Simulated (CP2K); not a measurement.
Runs of CP2K 2026.2 on Hf. The structure is cubic, space group Im-3m (No. 229). Conventional cell: a = 3.610 Å, b = 3.610 Å, c = 3.610 Å, α = 90.00°, β = 90.00°, γ = 90.00°. Hf (site symmetry m-3m) has 8 Hf at 3.13 Å as nearest neighbours. This isn't the form of Hf at room conditions, which is hcp.

```csv
level,potentials or basis,EPS_DEFAULT,NGRIDS,basis sets,potentials,points a segment of the path (NPOINTS),gap on the mesh (eV),pressure (GPa)
r2SCAN,POTENTIAL_UZH Hf GTH-SCAN-q12; TZVP-MOLOPT-SCAN-GTH basis,1.0E-10,4,Hf TZVP-MOLOPT-SCAN-GTH-q12,Hf GTH-SCAN-q12 of POTENTIAL_UZH,6,none,(a)
LDA,GTH_POTENTIALS Hf GTH-PADE-q12; TZVP-MOLOPT-PBE-GTH basis,1.0E-10,5,Hf TZVP-MOLOPT-PBE-GTH-q12,Hf GTH-PADE-q12 of GTH_POTENTIALS,10,none,-32.4
TB-mBJ,POTENTIAL_UZH Hf GTH-PBE-q12; TZVP-MOLOPT-PBE-GTH basis,1.0E-9,5,Hf TZVP-MOLOPT-PBE-GTH-q12,Hf GTH-PBE-q12 of POTENTIAL_UZH,10,none,-
PBEsol,POTENTIAL_UZH Hf GTH-PBE-q12; TZVP-MOLOPT-PBE-GTH basis,1.0E-10,4,Hf TZVP-MOLOPT-PBE-GTH-q12,Hf GTH-PBE-q12 of POTENTIAL_UZH,10,none,-7.9
```

Alike in all rows: task band structure; no spin polarisation; cell as given; k mesh 10 × 10 × 10; smearing fermi-dirac 0.05 eV.

**Question.** Estimate the missing entries.

**Answer.** (a) -8.1.

Caveats: spin-orbit coupling is left out, which moves the levels of the heavy elements; the basis of atomic orbitals isn't converged, which shifts pressures, moduli and gaps; the potentials were made for another functional, which shifts forces and pressure (some runs); a pressure of tens of GPa on the cell as given is suspect, and the run, the potentials or the cell itself is likely at fault (some runs); this is a model potential without an energy functional, so only levels have meaning (some runs).

A k mesh can miss the band edges, and the runs leave out spin-orbit coupling on Hf.

A gap of «none» marks a metal or a gap under the smearing width.

Runs at the PBE level aren't shown here.
